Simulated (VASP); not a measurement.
**Input and output of a VASP PBEsol single-point calculation on TePb (distorted zincblende)**

INCAR

```
ISMEAR = -1
GGA = PS
LREAL = .FALSE.
EDIFF = 1E-7
NBANDS = 17
LASPH = .TRUE.
PREC = Accurate
IBRION = -1
ISIF = 2
LCHARG = .FALSE.
SIGMA = 0.02
LWAVE = .FALSE.
NSW = 0
NELM = 120
ENCUT = 520
```

KPOINTS

```
KPOINTS created by Atomic Simulation Environment
0
Gamma
6 6 6
0 0 0
```

POSCAR

```
Pb Te
 1.0000000000000000
     0.0252000000000000    3.5604000000000000    3.6252000000000000
     3.7282999999999999   -0.0539000000000000    3.7042999999999999
     3.7084000000000001    3.6196000000000002   -0.0340000000000000
 Pb  Te
   1   1
Cartesian
  3.7188962100000005 -0.0004950100000000  3.7346936500000001
  1.8981788499999999  1.7824015500000001  1.8391516499999998
```

VASP ran with the recommended PBE PAW datasets (20 valence electrons in the cell).

Command

```
mpirun -np 1 vasp_std
```

OSZICAR

```
N       E                     dE             d eps       ncg     rms          rms(c)
DAV:   1     0.151956227642E+03    0.15196E+03   -0.86567E+03  3808   0.104E+03
DAV:   2     0.401504276968E+01   -0.14794E+03   -0.14390E+03  4029   0.272E+02
DAV:   3    -0.754036386827E+01   -0.11555E+02   -0.11506E+02  4979   0.850E+01
DAV:   4    -0.788044810181E+01   -0.34008E+00   -0.33991E+00  4679   0.185E+01
DAV:   5    -0.789413361719E+01   -0.13686E-01   -0.13685E-01  5387   0.314E+00    0.324E+00
DAV:   6    -0.767770608830E+01    0.21643E+00   -0.53886E-01  5395   0.406E+00    0.199E+00
DAV:   7    -0.767023639513E+01    0.74697E-02   -0.10933E-01  4050   0.129E+00    0.946E-01
DAV:   8    -0.767227510379E+01   -0.20387E-02   -0.12255E-02  4144   0.940E-01    0.189E-01
DAV:   9    -0.767260090706E+01   -0.32580E-03   -0.31518E-03  4211   0.378E-01    0.544E-02
DAV:  10    -0.767288214447E+01   -0.28124E-03   -0.57066E-04  4089   0.134E-01    0.407E-02
DAV:  11    -0.767304000352E+01   -0.15786E-03   -0.25172E-04  3924   0.660E-02    0.276E-02
DAV:  12    -0.767304255747E+01   -0.25539E-05   -0.86184E-06  5283   0.205E-02    0.157E-02
DAV:  13    -0.767304499349E+01   -0.24360E-05   -0.41839E-06  3903   0.876E-03    0.510E-03
DAV:  14    -0.767304513283E+01   -0.13934E-06   -0.32066E-07  4723   0.499E-03    0.202E-03
DAV:  15    -0.767304525129E+01   -0.11846E-06   -0.15752E-07  3185   0.293E-03    0.193E-03
DAV:  16    -0.767304529182E+01   -0.40529E-07   -0.17978E-08  2941   0.111E-03
   1 F= -.76730453E+01 E0= -.76730453E+01  d E =-.788755E-09
```

From OUTCAR

```
k-points           NKPTS =    112   k-points in BZ     NKDIM =    112   number of bands    NBANDS=     17

   NELECT =      20.0000    total number of electrons

   dimension x,y,z NGX =    40 NGY =   40 NGZ =   40
   dimension x,y,z NGXF=    80 NGYF=   80 NGZF=   80

  energy-cutoff  :      520.00
  volume of cell :       98.67
      direct lattice vectors                 reciprocal lattice vectors
     0.025200000  3.560400000  3.625200000    -0.135870520  0.140507591  0.138795297
     3.728300000 -0.053900000  3.704300000     0.134214238 -0.136258653  0.132890077
     3.708400000  3.619600000 -0.034000000     0.135646908  0.136035040 -0.134546359

 k-points in reciprocal lattice and weights: KPOINTS created by Atomic Simulation Env
   0.00000000  0.00000000  0.00000000       0.005
   0.16666667 -0.00000000  0.00000000       0.009
   0.33333333 -0.00000000  0.00000000       0.009
   0.50000000 -0.00000000  0.00000000       0.005
   0.00000000  0.16666667 -0.00000000       0.009
   0.16666667  0.16666667 -0.00000000       0.009
   0.33333333  0.16666667  0.00000000       0.009
   0.50000000  0.16666667  0.00000000       0.009
   ...

 E-fermi :   2.6917

 k-point     1 :       0.0000    0.0000    0.0000
  band No.  band energies     occupation
      1     -14.3974      2.00000
      2     -14.3941      2.00000
      3     -14.3919      2.00000
      4     -14.3747      2.00000
      5     -14.3703      2.00000
      6      -8.8159      2.00000
      7      -3.8567      2.00000
      8       0.9542      2.00000
      9       1.0701      2.00000
     10       1.1836      2.00000
     11       3.9179      0.00000
     12       3.9855      0.00000
     13       4.0720      0.00000
     14       6.4609      0.00000
     15       9.3787      0.00000
     16       9.6202      0.00000
     17      10.2142      0.00000

 k-point     2 :       0.1667   -0.0000    0.0000
  band No.  band energies     occupation
      1     -14.3991      2.00000
      2     -14.3931      2.00000
      3     -14.3909      2.00000
      4     -14.3750      2.00000
      5     -14.3702      2.00000
      6      -8.6784      2.00000
      7      -4.2101      2.00000
      8       0.7880      2.00000
      9       0.9125      2.00000
     10       1.0101      2.00000
     11       4.1404      0.00000
     12       4.1898      0.00000
     13       4.3371      0.00000
     14       7.3840      0.00000
     15       8.8425      0.00000
     16       8.9719      0.00000
     17       9.8280      0.00000

 k-point     3 :       0.3333   -0.0000    0.0000
  band No.  band energies     occupation
      1     -14.4035      2.00000
      2     -14.3908      2.00000
      3     -14.3886      2.00000
      4     -14.3753      2.00000
      5     -14.3697      2.00000
      6      -8.3447      2.00000
      7      -4.9241      2.00000
      8       0.5129      2.00000
      9       0.6097      2.00000
     10       0.6566      2.00000
     11       4.5639      0.00000
     12       4.6765      0.00000
     13       5.2092      0.00000
     14       8.0421      0.00000
     15       8.9635      0.00000
     16       9.1237      0.00000
     17      10.1717      0.00000

 k-point     4 :       0.5000   -0.0000    0.0000
  band No.  band energies     occupation
      1     -14.4059      2.00000
      2     -14.3897      2.00000
      3     -14.3875      2.00000
      4     -14.3754      2.00000
      5     -14.3694      2.00000
      6      -8.1292      2.00000
      7      -5.3108      2.00000
      8       0.3962      2.00000
      9       0.4219      2.00000
     10       0.5481      2.00000
     11       4.6883      0.00000
     12       4.7895      0.00000
     13       6.1096      0.00000
     14       8.1289      0.00000
     15       9.2795      0.00000
     16       9.6940      0.00000
     17       9.9754      0.00000

 k-point     5 :       0.0000    0.1667   -0.0000
  band No.  band energies     occupation
      1     -14.3970      2.00000
      2     -14.3946      2.00000
      3     -14.3918      2.00000
      4     -14.3745      2.00000
      5     -14.3702      2.00000
      6      -8.6833      2.00000
      7      -4.2459      2.00000
      8       0.8725      2.00000
      9       0.9689      2.00000
     10       1.0295      2.00000
     11       4.1020      0.00000
     12       4.2263      0.00000
     13       4.3413      0.00000
     14       7.2923      0.00000
     15       8.8572      0.00000
     16       9.0508      0.00000
     17       9.8547      0.00000

 k-point     6 :       0.1667    0.1667   -0.0000
  band No.  band energies     occupation
      1     -14.3995      2.00000
      2     -14.3936      2.00000
      3     -14.3900      2.00000
      4     -14.3747      2.00000
      5     -14.3702      2.00000
      6      -8.6332      2.00000
      7      -4.3466      2.00000
      8       0.6290      2.00000
      9       0.7113      2.00000
     10       1.4455      2.00000
     11       3.5150      0.00000
     12       4.5863      0.00000
     13       4.7478      0.00000
     14       7.6238      0.00000
     15       7.9913      0.00000
     16       9.7458      0.00000
     17      10.7801      0.00000

 k-point     7 :       0.3333    0.1667    0.0000
  band No.  band energies     occupation
      1     -14.4041      2.00000
      2     -14.3907      2.00000
      3     -14.3877      2.00000
      4     -14.3752      2.00000
      5     -14.3699      2.00000
      6      -8.3519      2.00000
      7      -4.9180      2.00000
      8       0.1769      2.00000
      9       0.3839      2.00000
     10       1.5264      2.00000
     11       3.7032      0.00000
     12       5.0808      0.00000
     13       5.3035      0.00000
     14       7.8765      0.00000
     15       8.7695      0.00000
     16       9.8350      0.00000
     17      10.6610      0.00000

 k-point     8 :       0.5000    0.1667    0.0000
  band No.  band energies     occupation
      1     -14.4065      2.00000
      2     -14.3893      2.00000
      3     -14.3867      2.00000
      4     -14.3754      2.00000
      5     -14.3696      2.00000
      6      -8.0605      2.00000
      7      -5.4218      2.00000
      8      -0.2605      2.00000
      9       0.3199      2.00000
     10       1.4420      2.00000
     11       4.4018      0.00000
     12       5.1894      0.00000
     13       5.7251      0.00000
     14       8.4441      0.00000
     15       8.9910      0.00000
     16       9.8980      0.00000
     17      10.1321      0.00000

 k-point     9 :      -0.3333    0.1667   -0.0000
  band No.  band energies     occupation
      1     -14.4050      2.00000
      2     -14.3898      2.00000
      3     -14.3877      2.00000
      4     -14.3753      2.00000
      5     -14.3697      2.00000
      6      -8.1440      2.00000
      7      -5.2919      2.00000
      8      -0.2718      2.00000
      9       0.5035      2.00000
     10       1.4040      2.00000
     11       4.6352      0.00000
     12       4.9290      0.00000
     13       5.4904      0.00000
     14       8.4760      0.00000
     15       8.8214      0.00000
     16       9.3975      0.00000
     17      10.2814      0.00000

 k-point    10 :      -0.1667    0.1667   -0.0000
  band No.  band energies     occupation
      1     -14.4008      2.00000
      2     -14.3917      2.00000
      3     -14.3904      2.00000
      4     -14.3749      2.00000
      5     -14.3700      2.00000
      6      -8.4751      2.00000
      7      -4.6985      2.00000
      8       0.2067      2.00000
      9       0.7990      2.00000
     10       1.3333      2.00000
     11       4.1455      0.00000
     12       4.4675      0.00000
     13       5.0085      0.00000
     14       8.2619      0.00000
     15       8.4151      0.00000
     16       8.9473      0.00000
     17      10.7637      0.00000

 k-point    11 :       0.0000    0.3333   -0.0000
  band No.  band energies     occupation
      1     -14.3993      2.00000
      2     -14.3936      2.00000
      3     -14.3906      2.00000
      4     -14.3738      2.00000
      5     -14.3699      2.00000
      6      -8.3600      2.00000
      7      -5.0049      2.00000
      8       0.6317      2.00000
      9       0.7406      2.00000
     10       0.7920      2.00000
     11       4.5901      0.00000
     12       4.7350      0.00000
     13       5.1362      0.00000
     14       8.1036      0.00000
     15       8.9215      0.00000
     16       9.1431      0.00000
     17       9.9396      0.00000

 ...

  Total       -0.8699062     -0.8006982     -0.8392716      0.0561464     -0.0743181      0.1670376
  in kB      -14.1254042    -13.0016144    -13.6279633      0.9116973     -1.2067657      2.7123307
  external PRESSURE =     -13.5849940 kB  Pullay stress =       0.0000000 kB

 POSITION                                       TOTAL-FORCE (eV/Angst)
 -----------------------------------------------------------------------------------
      3.71890     -0.00050      3.73469         0.005620     -0.096226     -0.030756
      1.89818      1.78240      1.83915        -0.005620      0.096226      0.030756
 -----------------------------------------------------------------------------------
    total drift:                               -0.000169      0.000134     -0.000089

  FREE ENERGIE OF THE ION-ELECTRON SYSTEM (eV)
  ---------------------------------------------------
  free  energy   TOTEN  =        -7.6730452918 eV

  energy  without entropy=       -7.6730452910  energy(sigma->0) =       -7.67304529
```

* gap between bands v and c on the k mesh: 0.68 eV
* least direct gap on the k mesh: 1.15 eV
* pressure: -1.4 GPa
* largest force: 0.10 eV/Å

Band v is the last that the valence electrons fill when counted band by band, and c is the next.

The run took about 4.4 min on one core of a shared host (Intel Xeon Platinum 8488C) and held 0.35 GiB at most.
